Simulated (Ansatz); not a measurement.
A single-point calculation of CdIn2O4 (Fd-3m) from a database of computed structures with the plane-wave code Ansatz, at the level PBE0. Cell and atoms come from a relaxation with r2SCAN.

Input (YAML):
```yaml
crystal:
  lattice:
    - [0.0, 4.600364495, 4.600364495]
    - [4.600364495, 0.0, 4.600364495]
    - [4.600364495, 4.600364495, 0.0]
  atoms:
    - { symbol: Cd, position: [0.25, 0.25, 0.25] }
    - { symbol: Cd, position: [0.0, 0.0, 0.0] }
    - { symbol: In, position: [0.125, 0.625, 0.625] }
    - { symbol: In, position: [0.625, 0.625, 0.625] }
    - { symbol: In, position: [0.625, 0.125, 0.625] }
    - { symbol: In, position: [0.625, 0.625, 0.125] }
    - { symbol: O, position: [0.8618762728, 0.8618762728, 0.8618762728] }
    - { symbol: O, position: [0.8356288185, 0.3881237272, 0.3881237272] }
    - { symbol: O, position: [0.3881237272, 0.3881237272, 0.8356288185] }
    - { symbol: O, position: [0.3881237272, 0.8356288185, 0.3881237272] }
    - { symbol: O, position: [0.8618762728, 0.8618762728, 0.4143711815] }
    - { symbol: O, position: [0.8618762728, 0.4143711815, 0.8618762728] }
    - { symbol: O, position: [0.3881237272, 0.3881237272, 0.3881237272] }
    - { symbol: O, position: [0.4143711815, 0.8618762728, 0.8618762728] }
kpoints:
  mp_grid: { grid: [4, 4, 4] }
  band_path:
    path:
      - [0.0, 0.0, 0.0]
      - [0.5, 0.0, 0.5]
      - [0.625, 0.25, 0.625]
      - [0.375, 0.375, 0.75]
      - [0.5, 0.5, 0.5]
      - [0.5, 0.25, 0.75]
      - [0.0, 0.0, 0.5]
    npoints: 1
hamiltonian:
  xc: pbe0
scf:
  occupations: { method: fixed }
  n_extra_bands: 7
output:
  forces: true
  stress: true
  eigenvalues: true
```

It took 99 s on 1 × NVIDIA H100 80GB HBM3 with 2 threads of AMD EPYC 7R13 Processor (Zen 3) (shared host), load about 3.6 per core; peak host memory 4 GiB.

Q: Predict the output.

A: Abridged output:
```
Functional definition: PBE0
Crystal: 14 atoms, lattice volume = 194.718 Å³
Basis set: ecut = 420 eV, 3839 PW (Γ)
Bands: 77, of which v1, the nominal top of the filled ones, is band 70 counted from 1 (69 counted from 0)
Symmetry: 48 space group operations
Space group: Fd-3m (ITA 227)
k-points: 8 of 64
Exchange kernel: α = 0.2500, full range, Wigner–Seitz truncation, v(0) = 18633.8789 eV·Å³, q-mesh 4×4×4
hybrid outer 1: dexx = +1.028e-1 eV, tail = 2.00e-4 eV
hybrid outer 2: dexx = +2.767e-6 eV, tail = 9.80e-8 eV, Δε = 3.18e-3 eV, ΔF = 2.48e-3 eV/Å
hybrid outer 3: dexx = +2.408e-9 eV, tail = 9.69e-10 eV, Δε = 1.31e-4 eV, ΔF = 2.26e-6 eV/Å
NSCF: frozen V_eff on 7 k-points
hybrid SCF converged: 3 outer / 14 inner (+3 warm-up)
Free energy (F): -43458.167590 eV
Fermi energy:    7.043671 eV
--- Forces (eV/Å), atoms counted from 1 ---
  atom   1  Cd      0.00000      0.00000      0.00000
  atom   2  Cd      0.00000      0.00000      0.00000
  atom   3  In      0.00000      0.00000      0.00000
  atom   4  In      0.00000      0.00000      0.00000
  atom   5  In      0.00000      0.00000      0.00000
  atom   6  In      0.00000      0.00000      0.00000
  atom   7  O     -0.04128    -0.04128    -0.04128
  atom   8  O       0.04128    -0.04128    -0.04128
  atom   9  O     -0.04128    -0.04128      0.04128
  atom  10  O     -0.04128      0.04128    -0.04128
  atom  11  O       0.04128      0.04128    -0.04128
  atom  12  O       0.04128    -0.04128      0.04128
  atom  13  O       0.04128      0.04128      0.04128
  atom  14  O     -0.04128      0.04128      0.04128
--- Stress (GPa, compression-positive) ---
       -0.751200       0.000000       0.000000
        0.000000      -0.751200       0.000000
        0.000000       0.000000      -0.751200
  P = ⅓ Tr σ = -0.7512 GPa (-7.512 kbar)
```
Only the leading digits can be foreseen; the rest is this run's record.

The file bands.tsv (bands near the Fermi energy, numbered from 0, rounded):
```tsv
# k_distance	band_65	band_66	band_67	band_68	band_69	band_70	band_71	band_72	band_73
# fermi_ev = 7.043671
# [0, 0, 0] at k_distance = 0.000000
# [0.5, 0, 0.5] at k_distance = 0.682901
# [0.625, 0.25, 0.625] at k_distance = 0.924343
# [0.375, 0.375, 0.75] at k_distance = 1.342532
# [0.5, 0.5, 0.5] at k_distance = 1.760722
# [0.5, 0.25, 0.75] at k_distance = 2.243606
# [0, 0, 0.5] at k_distance = 2.726490
# levels_relative_to = fermi_ev
0.000	-0.110	-0.110	-0.110	-0.082	-0.082	3.212	7.611	8.168	8.168
0.683	-0.766	-0.197	-0.197	-0.095	-0.095	6.900	6.900	8.613	8.613
0.924	-0.636	-0.507	-0.380	-0.222	-0.011	7.124	7.137	7.277	8.695
1.343	-0.636	-0.507	-0.380	-0.222	-0.011	7.124	7.137	7.277	8.695
1.761	-0.369	-0.294	-0.294	0.000	0.000	6.053	6.225	8.507	9.247
2.244	-0.728	-0.559	-0.559	-0.141	-0.141	7.337	7.337	7.582	7.582
2.726	-0.369	-0.294	-0.294	0.000	0.000	6.053	6.225	8.507	9.247
```
In order the rows are Γ, X, U, K, L, W, L.

PBE0 gives an indirect gap of 3.21 eV, from L to Γ; the least direct gap is 3.29 eV at Γ. With the atoms held, the mean pressure is -0.8 GPa (compression positive). The stress of a hybrid is loosely converged here. The largest force is 0.07 eV/Å.

The values are computed, spin-unpolarised, and not measurements.

Spin-orbit coupling is left out.

The meshes of the hybrids are coarse, so their gaps aren't converged to the digits shown.
